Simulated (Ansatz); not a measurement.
# Cobalt, bcc under RPBE: from relaxation to bulk modulus, part 2 of 2

Aim: take cobalt in the bcc structure, relax it, solve it on a dense k-mesh, then scale the cell to 7 volumes from 88 to 112 % of the relaxed one and try a fit of the equation of state. The start is ferromagnetic. The k-meshes are 16×16×16 for the relaxation; 25×25×25 for the dense run; 17×17×17 for the volumes.

Ansatz 0.2.0; DFT, RPBE, plane waves (420 eV) with PAW, scalar-relativistic.

### Step 4. At 88 % of the relaxed volume

This is Co in the bcc structure; at room conditions it is hcp.

The input, input.yaml:

```yaml
crystal:
  lattice:
    - [-1.3606697645, 1.3606697645, 1.3606697645]
    - [1.3606697645, -1.3606697645, 1.3606697645]
    - [1.3606697645, 1.3606697645, -1.3606697645]
  atoms:
    - { symbol: Co, position: [0.0, 0.0, 0.0], spin: 1.88 }
hamiltonian:
  xc: rpbe
  pseudopotentials:
    kind: paw
    azcp:
      Co: "pseudopotentials/Co.paw.azcp"
basis:
  ecutwfc: 420
  fft_grid_basis: typed
kpoints:
  mp_grid: { grid: [17, 17, 17], shift: [0, 0, 0] }
magnetization:
  spin_polarized: true
scf:
  occupations: { method: fermi_dirac, width: 0.05 }
  lower_state_search: "off"
output:
  stress: true
  write_density: true
  write_potential: true
  elf: true
  volumetric_format: npy
```

Output:

```text
Warning: RAYON_NUM_THREADS=2 ignored (pool sized by the plan → 2); use --threads N
Engine: ansatz 0.2.0, aarch64-unknown-linux-gnu
Pseudopotentials: kind: paw
Pseudopotential: Co, paw, valence charge 17, recommended cutoff 420 eV (normal), <dir>
Functional definition: RPBE
  parameter kappa = 0.804
  parameter beta = 0.06672455060314922
  exchange = rpbe_x(kappa = kappa, mu = beta*pi^2/3)
  correlation = pbe_c(beta = beta)
Crystal: 1 atoms, lattice volume = 10.077 Å³
Basis set: ecut = 420 eV, 201 PW (Γ)
Bands: 14, of which v1, the nominal top of the filled ones, is band 9 counted from 1 (8 counted from 0)
Symmetry: 48 space group operations
Space group: Im-3m (ITA 229), of the structure as read, at distance tolerance 2.2e-5 Å
Magnetic group: BNS 229.140 (UNI 1642), of the structure as read, at distance tolerance 2.2e-5 Å
k-points: 165 of 4913
Non-local potential: Co, projectors of the file, l = 0: 3, l = 1: 2, l = 2: 3, l = 3: 1
PAW form: soft (Blöchl's): semilocal exchange-correlation on the pseudo side does not see the compensation charge
PAW frozen core: Co, regenerated for the run's functional, and the local potential with it (the file was generated under x = pbe(κ = 0.804, μ = 0.2195149727645171), c = pbe(β = 0.06672455060314922))
PAW one-centre angular grid: Co, 590 points (default); XC on 64 Gauss nodes
Initial density: superposition of atomic densities (chi_scale 0.1, normalization cell)
Starting moments: Σ|m| = 1.88 μB on 1 of 1 site
Initial wavefunctions: pseudopotential atomic-orbital guess
Functional: x = rpbe, c = pbe(β = 0.06672455060314922)
iter 1 solved again at ethr=7.89e-4 eV; its pass at ethr=3.10e-3 eV (dr2=1.34e-1 eV) is discarded
SCF iter   1: F=—  HF=-5130.752232 eV  |F-HF|=—  |Δ(HF+E_count)|=         —  Δρ=5.56e-2 (↑1.76e-2 ↓5.56e-2)  dr2=1.34e-1  dr2_m=9.72e-2  M=1.705 μB ∫|m|=1.727 μB  β_m=0.30  ethr=7.89e-4  ⟨swp⟩=1.0  Hψ=30065  notcnv=0
preconditioner: auto → none  [metal: Δε(μ)=0.006 eV  Ē_g=16.794 eV  σ=0.050 eV  W_gap=0.03  n_scr=0 (ndim 8)  ℏωp=35.1 eV  f_vac=0.000  D(μ)=1.65/eV (n_scr^D=18)]
SCF iter   2: F=—  HF=-5130.780873 eV  |F-HF|=—  |Δ(HF+E_count)|=   2.86e-2  Δρ=2.70e-2 (↑2.49e-2 ↓2.70e-2)  dr2=4.77e-3  dr2_m=5.63e-2  M=1.687 μB ∫|m|=1.731 μB  β_m=0.30  ethr=7.89e-4  ⟨swp⟩=2.5  Hψ=7849  notcnv=0
SCF iter   3: F=—  HF=-5130.807990 eV  |F-HF|=—  |Δ(HF+E_count)|=   2.71e-2  Δρ=2.45e-2 (↑1.70e-2 ↓2.45e-2)  dr2=3.90e-3  dr2_m=3.72e-2  M=1.692 μB ∫|m|=1.752 μB  β_m=1.00  ethr=2.81e-5  ⟨swp⟩=2.0  Hψ=8950  notcnv=0  defer=21
SCF iter   4: F=—  HF=-5130.827809 eV  |F-HF|=—  |Δ(HF+E_count)|=   1.98e-2  Δρ=8.28e-3 (↑8.28e-3 ↓4.08e-3)  dr2=1.48e-3  dr2_m=3.34e-3  M=1.685 μB ∫|m|=1.791 μB  β_m=1.00  ethr=2.29e-5  ⟨swp⟩=2.4  Hψ=9510  notcnv=0  defer=34
SCF iter   5: F=—  HF=-5130.836953 eV  |F-HF|=—  |Δ(HF+E_count)|=   9.14e-3  Δρ=3.77e-3 (↑3.77e-3 ↓1.98e-3)  dr2=3.74e-4  dr2_m=6.49e-4  M=1.689 μB ∫|m|=1.808 μB  β_m=1.00  ethr=8.71e-6  ⟨swp⟩=2.1  Hψ=7861  notcnv=0  defer=64
SCF iter   6: F=—  HF=-5130.844316 eV  |F-HF|=—  |Δ(HF+E_count)|=   7.36e-3  Δρ=1.66e-3 (↑1.66e-3 ↓1.42e-3)  dr2=1.63e-5  dr2_m=1.99e-4  M=1.694 μB ∫|m|=1.818 μB  β_m=1.00  ethr=2.20e-6  ⟨swp⟩=2.1  Hψ=6880  notcnv=0  defer=64
SCF iter   7: F=—  HF=-5130.849194 eV  |F-HF|=—  |Δ(HF+E_count)|=   4.88e-3  Δρ=1.29e-3 (↑8.55e-4 ↓1.29e-3)  dr2=1.49e-5  dr2_m=9.46e-5  M=1.698 μB ∫|m|=1.825 μB  β_m=0.30  ethr=9.61e-8  ⟨swp⟩=2.0  Hψ=7544  notcnv=0  defer=65
Mixer restart at iter 7: flushing history
spin-set hold released at iteration 7 (site moments contracting): the magnetisation degrees of freedom join the quasi-Newton model from the next iteration; the mixer history was flushed
SCF iter   8: F=—  HF=-5130.852486 eV  |F-HF|=—  |Δ(HF+E_count)|=   3.29e-3  Δρ=1.63e-3 (↑1.27e-3 ↓1.63e-3)  dr2=1.36e-5  dr2_m=1.79e-4  M=1.702 μB ∫|m|=1.830 μB  β_m=0.65  ethr=8.79e-8  ⟨swp⟩=2.0  Hψ=7336  notcnv=0  defer=65
SCF iter   9: F=—  HF=-5130.856343 eV  |F-HF|=—  |Δ(HF+E_count)|=   3.86e-3  Δρ=1.77e-3 (↑1.07e-3 ↓1.77e-3)  dr2=2.72e-5  dr2_m=1.84e-4  M=1.714 μB ∫|m|=1.846 μB  β_m=0.82  ethr=8.00e-8  ⟨swp⟩=2.8  Hψ=8486  notcnv=0  defer=67
SCF iter  10: F=—  HF=-5130.856541 eV  |F-HF|=—  |Δ(HF+E_count)|=   1.97e-4  Δρ=1.77e-3 (↑1.62e-3 ↓1.77e-3)  dr2=5.97e-4  dr2_m=1.72e-6  M=1.716 μB ∫|m|=1.849 μB  β_m=0.55  ethr=8.00e-8  ⟨swp⟩=2.4  Hψ=8229  notcnv=0  defer=72  recentre
SCF iter  11: F=—  HF=-5130.856398 eV  |F-HF|=—  |Δ(HF+E_count)|=   1.43e-4  Δρ=9.07e-5 (↑6.28e-5 ↓9.07e-5)  dr2=6.22e-8  dr2_m=4.87e-7  M=1.717 μB ∫|m|=1.850 μB  β_m=0.69  ethr=8.00e-8  ⟨swp⟩=2.1  Hψ=7632  notcnv=0  defer=72
iter 12 did not close the SCF: its close was put off for a magnetic moment that had not settled (scf_convergence_deferred on its scf_iter line)
SCF iter  12: F=-5130.856399 eV  HF=-5130.856399 eV  |F-HF|=5.52e-8  |Δ(HF+E_count)|=   7.82e-7  Δρ=3.29e-5 (↑3.29e-5 ↓3.13e-5)  dr2=6.22e-8  dr2_m=6.26e-8  M=1.717 μB ∫|m|=1.850 μB  β_m=0.84  ethr=3.66e-10  ⟨swp⟩=9.2  Hψ=29180  notcnv=0
SCF iter  13: F=-5130.856399 eV  HF=-5130.856399 eV  |F-HF|=3.15e-9  |Δ(HF+E_count)|=   9.98e-8  Δρ=6.46e-6 (↑3.73e-6 ↓6.46e-6)  dr2=3.72e-10  dr2_m=2.03e-9  M=1.717 μB ∫|m|=1.850 μB  ethr=3.66e-10  ⟨swp⟩=5.2  Hψ=22565  notcnv=0
SCF 1 converged in 13 iterations: F = -5130.856399 eV  dr2 = 3.72e-10
SCF converged after 13 iterations
Magnetization: 1.7167 μB (9.3583 up, 7.6417 down)
Absolute magnetization: 1.8504 μB (∫|ρ↑−ρ↓|, with the PAW one-centre terms)
Spin contamination: 0.0261 ħ² per cell (⟨S²⟩ above its minimum at these occupations)
Per-site moments (μB) at R_I (Å): [(1.7777679123749057, 0.9721590303301714)]
Free energy (F): -5130.856399 eV
Harris-Foulkes:  -5130.856399 eV  (|F-HF|=3.15e-9)
Internal energy: -5130.844671 eV  (E = F + TS)
E sigma→0 (E₀):  -5130.850535 eV
Entropy (-TS):   -0.011728 eV (-11.728 meV/atom)
Fermi energy:    20.946931 eV
--- Per-component energies (eV) ---
  E_band       = -215.221645
  E_kinetic    = 455.628113
  E_local      = -2724.748535  (includes V_loc(G=0)·N_el)
  E_nonlocal   = 453.770964
  E_hartree    = 1147.628007
  E_xc         = -160.031078
  E_vxc        = -206.276647  (∫ρ·V_xc dr)
  E_paw        = -1520.471211  (= ΣΔE_a)
  E_vpaw       = -488.851499  (= ΣTr[D̂ρ^β])
  E_aug_tail   = 0.000091  (compensation charges beyond the density's cutoff)
  E_ewald      = -2782.574702
  E_core_change = -0.046320  (= ΣΔE_core)
  E_smearing   = -0.011728  (= −TS)
  E_closure    = 0.000000  (closes the sum)
  Σ components = -5130.856399   (vs F -5130.856399, Δ=0.00e0)
--- Stress (GPa, compression-positive) ---
       31.702982      -0.000000      -0.000000
       -0.000000      31.702982      -0.000000
       -0.000000      -0.000000      31.702982
  P = ⅓ Tr σ = 31.7030 GPa (317.030 kbar)
--- Band table (eV; the first three rows and the last of 330) ---
  k-point 0 ↑: bands = ["-75.8065", "-38.7444", "-38.7444", "-38.7444", "11.0705", "17.6850", "17.6850", "17.6850", "18.9578", "18.9578", "46.7491", "46.7491", "46.7491", "52.4006"]
  k-point 1 ↑: bands = ["-75.8037", "-38.7590", "-38.7493", "-38.7444", "11.2250", "17.6438", "17.6819", "17.7657", "18.9166", "18.9611", "45.7726", "46.5392", "46.6517", "51.6776"]
  k-point 2 ↑: bands = ["-75.7958", "-38.8004", "-38.7630", "-38.7444", "11.6782", "17.5272", "17.6587", "18.0013", "18.8248", "18.9720", "43.5205", "45.7765", "46.4107", "50.4174"]
  k-point 164 ↓: bands = ["-73.4839", "-36.9222", "-36.9195", "-36.9195", "16.5693", "16.5789", "21.9332", "21.9332", "21.9883", "30.4882", "31.1440", "31.1440", "37.6843", "38.0402"]
```

Run time: 4.2 s. Hardware: 2 threads of an Arm CPU, shared host; peak memory 0.27 GiB.

The maps below are laid out on this run's own conventional cell (a, b, c = 2.721, 2.721, 2.721 Å).

Density in a lattice plane of the grid's cell (edges 2.72 and 2.72 Å, at 0.000 of the third edge), which holds Co. It is the smooth density of the valence electrons, not physical close to the nuclei.

Values in e/Å³, 12 rows by 12 columns:
```
35.00 22.52  7.71  2.00  0.60  0.33  0.29  0.33  0.60  1.99  7.69 22.47
11.07  7.71  3.25  1.11  0.47  0.31  0.28  0.31  0.47  1.12  3.21  7.69
 2.56  2.00  1.11  0.57  0.36  0.30  0.29  0.30  0.36  0.57  1.12  1.99
 0.68  0.60  0.47  0.36  0.31  0.29  0.28  0.29  0.31  0.36  0.47  0.60
 0.34  0.33  0.31  0.30  0.29  0.29  0.29  0.29  0.29  0.30  0.31  0.33
 0.29  0.29  0.28  0.29  0.28  0.29  0.29  0.29  0.28  0.29  0.28  0.29
 0.34  0.33  0.31  0.30  0.29  0.29  0.29  0.29  0.29  0.30  0.31  0.33
 0.68  0.60  0.47  0.36  0.31  0.29  0.28  0.29  0.31  0.36  0.47  0.60
 2.56  1.99  1.12  0.57  0.36  0.30  0.29  0.30  0.36  0.57  1.11  2.00
11.07  7.69  3.21  1.12  0.47  0.31  0.28  0.31  0.47  1.11  3.25  7.71
35.00 22.47  7.69  1.99  0.60  0.33  0.29  0.33  0.60  2.00  7.71 22.52
56.91 35.00 11.07  2.56  0.68  0.34  0.29  0.34  0.68  2.56 11.07 35.00
```
Columns run along the first of these edges and rows up along the second, over one cell in 12 and 12 even steps from the bottom left corner. Atoms in the plane (fractional): Co at (0.00, 0.00).

Spin density (up less down) in a lattice plane of the grid's cell (edges 2.72 and 2.72 Å, at 0.000 of the third edge), which holds Co.

Ten even steps from '0' (-0.02 e/Å³) to '9' (7.98 e/Å³):
```
764210000000000000001246
432110000000000000001123
211000000000000000000011
100000000000000000000000
000000000000000000000000
000000000000000000000000
000000000000000000000000
000000000000000000000000
000000000000000000000000
000000000000000000000000
000000000000000000000000
000000000000000000000000
000000000000000000000000
000000000000000000000000
000000000000000000000000
100000000000000000000000
211000000000000000000011
432110000000000000001123
764210000000000000001246
985310000000000000001358
```
Columns run along the first of these edges and rows up along the second, over one cell in 24 and 20 even steps from the bottom left corner. Atoms in the plane (fractional): Co at (0.00, 0.00).

### Step 5. At 92 % of the relaxed volume

input.yaml: that of step 4 with these lines changed.

```diff
@@ -2,5 +2,5 @@
   lattice:
-    - [-1.3606697645, 1.3606697645, 1.3606697645]
-    - [1.3606697645, -1.3606697645, 1.3606697645]
-    - [1.3606697645, 1.3606697645, -1.3606697645]
+    - [-1.380981263, 1.380981263, 1.380981263]
+    - [1.380981263, -1.380981263, 1.380981263]
+    - [1.380981263, 1.380981263, -1.380981263]
   atoms:
@@ -25,5 +25 @@
   stress: true
-  write_density: true
-  write_potential: true
-  elf: true
-  volumetric_format: npy
```

Output (excerpt; [...] marks lines left out):

```text
Warning: RAYON_NUM_THREADS=2 ignored (pool sized by the plan → 2); use --threads N
[...]
[... 3 set-up lines as earlier in the session ...]
[...]
Crystal: 1 atoms, lattice volume = 10.535 Å³
Basis set: ecut = 420 eV, 201 PW (Γ)
Bands: 14, of which v1, the nominal top of the filled ones, is band 9 counted from 1 (8 counted from 0)
[... 1 set-up line as earlier in the session ...]
[...]
Spin contamination: 0.0289 ħ² per cell (⟨S²⟩ above its minimum at these occupations)
Per-site moments (μB) at R_I (Å): [(1.8101656368398378, 0.9866710061243632)]
Free energy (F): -5130.927526 eV
[...]
E sigma→0 (E₀):  -5130.921734 eV
Entropy (-TS):   -0.011583 eV (-11.583 meV/atom)
Fermi energy:    19.897900 eV
[...]
--- Stress (GPa, compression-positive) ---
       18.502454      -0.000000      -0.000000
       -0.000000      18.502454       0.000000
       -0.000000      -0.000000      18.502454
  P = ⅓ Tr σ = 18.5025 GPa (185.025 kbar)
```

It took 2.9 s on 2 threads of an Arm CPU, shared host; peak memory 0.27 GiB.

### Step 6. At 96 % of the relaxed volume

input.yaml: that of step 5 with these lines changed.

```diff
@@ -2,5 +2,5 @@
   lattice:
-    - [-1.380981263, 1.380981263, 1.380981263]
-    - [1.380981263, -1.380981263, 1.380981263]
-    - [1.380981263, 1.380981263, -1.380981263]
+    - [-1.4007122325, 1.4007122325, 1.4007122325]
+    - [1.4007122325, -1.4007122325, 1.4007122325]
+    - [1.4007122325, 1.4007122325, -1.4007122325]
   atoms:
@@ -25 +25,5 @@
   stress: true
+  write_density: true
+  write_potential: true
+  elf: true
+  volumetric_format: npy
```

Output (excerpt; [...] marks lines left out):

```text
Warning: RAYON_NUM_THREADS=2 ignored (pool sized by the plan → 2); use --threads N
[...]
[... 3 set-up lines as earlier in the session ...]
[...]
Crystal: 1 atoms, lattice volume = 10.993 Å³
Basis set: ecut = 420 eV, 201 PW (Γ)
Bands: 14, of which v1, the nominal top of the filled ones, is band 9 counted from 1 (8 counted from 0)
[... 1 set-up line as earlier in the session ...]
[...]
E sigma→0 (E₀):  -5130.958659 eV
Entropy (-TS):   -0.011797 eV (-11.797 meV/atom)
Fermi energy:    18.935039 eV
[...]
--- Stress (GPa, compression-positive) ---
        7.816855       0.000000       0.000000
        0.000000       7.816855      -0.000000
       -0.000000       0.000000       7.816855
  P = ⅓ Tr σ = 7.8169 GPa (78.169 kbar)
--- Band table (eV; the first three rows and the last of 330) ---
  k-point 0 ↑: bands = ["-77.7778", "-40.7782", "-40.7782", "-40.7782", "9.5888", "15.8179", "15.8179", "15.8179", "16.8810", "16.8810", "43.8856", "43.8856", "43.8856", "48.9093"]
[...]
```

It took 3.6 s on 2 threads of an Arm CPU, shared host; peak memory 0.28 GiB.

### Step 7. At 100 % of the relaxed volume

input.yaml: that of step 6 with these lines changed.

```diff
@@ -2,5 +2,5 @@
   lattice:
-    - [-1.4007122325, 1.4007122325, 1.4007122325]
-    - [1.4007122325, -1.4007122325, 1.4007122325]
-    - [1.4007122325, 1.4007122325, -1.4007122325]
+    - [-1.419902456, 1.419902456, 1.419902456]
+    - [1.419902456, -1.419902456, 1.419902456]
+    - [1.419902456, 1.419902456, -1.419902456]
   atoms:
@@ -25,5 +25 @@
   stress: true
-  write_density: true
-  write_potential: true
-  elf: true
-  volumetric_format: npy
```

Output (excerpt; [...] marks lines left out):

```text
Warning: RAYON_NUM_THREADS=2 ignored (pool sized by the plan → 2); use --threads N
[...]
[... 3 set-up lines as earlier in the session ...]
[...]
Crystal: 1 atoms, lattice volume = 11.451 Å³
Basis set: ecut = 420 eV, 225 PW (Γ)
Bands: 14, of which v1, the nominal top of the filled ones, is band 9 counted from 1 (8 counted from 0)
[... 1 set-up line as earlier in the session ...]
[...]
Spin contamination: 0.0342 ħ² per cell (⟨S²⟩ above its minimum at these occupations)
Per-site moments (μB) at R_I (Å): [(1.849034477596415, 1.014479068178331)]
Free energy (F): -5130.974359 eV
[...]
E sigma→0 (E₀):  -5130.968174 eV
Entropy (-TS):   -0.012371 eV (-12.371 meV/atom)
Fermi energy:    18.046596 eV
[...]
--- Stress (GPa, compression-positive) ---
       -0.595764      -0.000000       0.000000
       -0.000000      -0.595764       0.000000
       -0.000000       0.000000      -0.595764
  P = ⅓ Tr σ = -0.5958 GPa (-5.958 kbar)
```

It took 3 s on 2 threads of an Arm CPU, shared host; peak memory 0.27 GiB.

### Step 8. At 104 % of the relaxed volume

input.yaml: that of step 7 with these lines changed.

```diff
@@ -2,5 +2,5 @@
   lattice:
-    - [-1.419902456, 1.419902456, 1.419902456]
-    - [1.419902456, -1.419902456, 1.419902456]
-    - [1.419902456, 1.419902456, -1.419902456]
+    - [-1.4385875258, 1.4385875258, 1.4385875258]
+    - [1.4385875258, -1.4385875258, 1.4385875258]
+    - [1.4385875258, 1.4385875258, -1.4385875258]
   atoms:
```

Output (excerpt; [...] marks lines left out):

```text
Warning: RAYON_NUM_THREADS=2 ignored (pool sized by the plan → 2); use --threads N
[...]
[... 3 set-up lines as earlier in the session ...]
[...]
Crystal: 1 atoms, lattice volume = 11.909 Å³
Basis set: ecut = 420 eV, 225 PW (Γ)
Bands: 14, of which v1, the nominal top of the filled ones, is band 9 counted from 1 (8 counted from 0)
[... 1 set-up line as earlier in the session ...]
[...]
Spin contamination: 0.0368 ħ² per cell (⟨S²⟩ above its minimum at these occupations)
Per-site moments (μB) at R_I (Å): [(1.8787379045911385, 1.0278290079009162)]
Free energy (F): -5130.962978 eV
[...]
E sigma→0 (E₀):  -5130.956588 eV
Entropy (-TS):   -0.012780 eV (-12.780 meV/atom)
Fermi energy:    17.222679 eV
[...]
--- Stress (GPa, compression-positive) ---
       -7.083592       0.000000      -0.000000
       -0.000000      -7.083592      -0.000000
        0.000000       0.000000      -7.083592
  P = ⅓ Tr σ = -7.0836 GPa (-70.836 kbar)
```

Run time: 3.1 s. Hardware: 2 threads of an Arm CPU, shared host; peak memory 0.27 GiB.

### Step 9. At 108 % of the relaxed volume

input.yaml: that of step 8 with these lines changed.

```diff
@@ -2,5 +2,5 @@
   lattice:
-    - [-1.4385875258, 1.4385875258, 1.4385875258]
-    - [1.4385875258, -1.4385875258, 1.4385875258]
-    - [1.4385875258, 1.4385875258, -1.4385875258]
+    - [-1.4567994278, 1.4567994278, 1.4567994278]
+    - [1.4567994278, -1.4567994278, 1.4567994278]
+    - [1.4567994278, 1.4567994278, -1.4567994278]
   atoms:
@@ -25 +25,5 @@
   stress: true
+  write_density: true
+  write_potential: true
+  elf: true
+  volumetric_format: npy
```

Output (excerpt; [...] marks lines left out):

```text
Warning: RAYON_NUM_THREADS=2 ignored (pool sized by the plan → 2); use --threads N
[...]
[... 3 set-up lines as earlier in the session ...]
[...]
Crystal: 1 atoms, lattice volume = 12.367 Å³
Basis set: ecut = 420 eV, 225 PW (Γ)
Bands: 14, of which v1, the nominal top of the filled ones, is band 9 counted from 1 (8 counted from 0)
[... 1 set-up line as earlier in the session ...]
[...]
Entropy (-TS):   -0.012932 eV (-12.932 meV/atom)
Fermi energy:    16.459410 eV
[...]
--- Stress (GPa, compression-positive) ---
      -12.207745      -0.000000       0.000000
       -0.000000     -12.207745       0.000000
       -0.000000       0.000000     -12.207745
  P = ⅓ Tr σ = -12.2077 GPa (-122.077 kbar)
--- Band table (eV; the first three rows and the last of 330) ---
  k-point 0 ↑: bands = ["-80.2234", "-43.2846", "-43.2846", "-43.2846", "7.8123", "13.5010", "13.5010", "13.5010", "14.3105", "14.3105", "40.2669", "40.2669", "40.2669", "44.5333"]
[...]
```

It took 4 s on 2 threads of an Arm CPU, shared host; peak memory 0.28 GiB.

### Step 10. At 112 % of the relaxed volume

input.yaml: that of step 9 with these lines changed.

```diff
@@ -2,5 +2,5 @@
   lattice:
-    - [-1.4567994278, 1.4567994278, 1.4567994278]
-    - [1.4567994278, -1.4567994278, 1.4567994278]
-    - [1.4567994278, 1.4567994278, -1.4567994278]
+    - [-1.4745670256, 1.4745670256, 1.4745670256]
+    - [1.4745670256, -1.4745670256, 1.4745670256]
+    - [1.4745670256, 1.4745670256, -1.4745670256]
   atoms:
@@ -25,5 +25 @@
   stress: true
-  write_density: true
-  write_potential: true
-  elf: true
-  volumetric_format: npy
```

Output (excerpt; [...] marks lines left out):

```text
Warning: RAYON_NUM_THREADS=2 ignored (pool sized by the plan → 2); use --threads N
[...]
[... 3 set-up lines as earlier in the session ...]
[...]
Crystal: 1 atoms, lattice volume = 12.825 Å³
Basis set: ecut = 420 eV, 249 PW (Γ)
Bands: 14, of which v1, the nominal top of the filled ones, is band 9 counted from 1 (8 counted from 0)
[... 1 set-up line as earlier in the session ...]
[...]
Spin contamination: 0.0424 ħ² per cell (⟨S²⟩ above its minimum at these occupations)
Per-site moments (μB) at R_I (Å): [(1.9414308538764227, 1.0535353155957785)]
Free energy (F): -5130.894291 eV
[...]
E sigma→0 (E₀):  -5130.887574 eV
Entropy (-TS):   -0.013435 eV (-13.435 meV/atom)
Fermi energy:    15.749324 eV
[...]
--- Stress (GPa, compression-positive) ---
      -16.138250       0.000000       0.000000
       -0.000000     -16.138250       0.000000
        0.000000      -0.000000     -16.138250
  P = ⅓ Tr σ = -16.1382 GPa (-161.382 kbar)
```

It took 3.7 s on 2 threads of an Arm CPU, shared host; peak memory 0.28 GiB.

### Step 11. Energy and pressure against volume

All volumes keep the relaxed shape and fractional coordinates.

```
V (Å³/atom)  E − E₀ (meV/atom)  P from the stress (GPa)  P from the fit (GPa)  largest moment (μB)
     10.077              117.7                    31.70                 32.07                 1.78
     10.535               46.5                    18.50                 18.40                 1.81
     10.993                9.6                     7.82                  7.72                 1.83
     11.451                0.1                    -0.60                 -0.63                 1.85
     11.909               11.7                    -7.08                 -7.16                 1.88
     12.367               39.6                   -12.21                -12.27                 1.91
     12.825               80.7                   -16.14                -16.25                 1.94
```

A third-order Birch-Murnaghan fit gives V₀ = 11.412 Å³/atom, B₀ = 187 GPa and B₀′ = 5.1; it misses no point by more than 0.12 meV/atom.

### Step 12. Outcome

The summary covers parts 1 to 2.

| quantity | value |
| --- | --- |
| space group (spins left aside) | Im-3m (No. 229) |
| conventional cell | a = 2.840 Å |
| volume | 11.451 Å³/atom |
| shortest distance | 2.459 Å |
| gap on the mesh | none (levels filled in part) |
| magnetic state | ferromagnetic, up to 1.88 μB per atom |
| relative to hcp, ferromagnetic | +71 meV/atom |
| V₀, B₀, B₀′ | 11.412 Å³/atom, 187 GPa, 5.1 |

What this shows: From the guessed start the volume grew by 3.4 % in 7 steps. Against the reference form of cobalt (hcp, ferromagnetic, computed apart with the same settings) it stands 71 meV/atom higher. It ends ferromagnetic, with up to 1.88 μB per atom. Levels at the Fermi energy are filled in part, as in a metal. The fitted modulus is 187 GPa. Relaxation kept the symmetry; phonons were not checked.
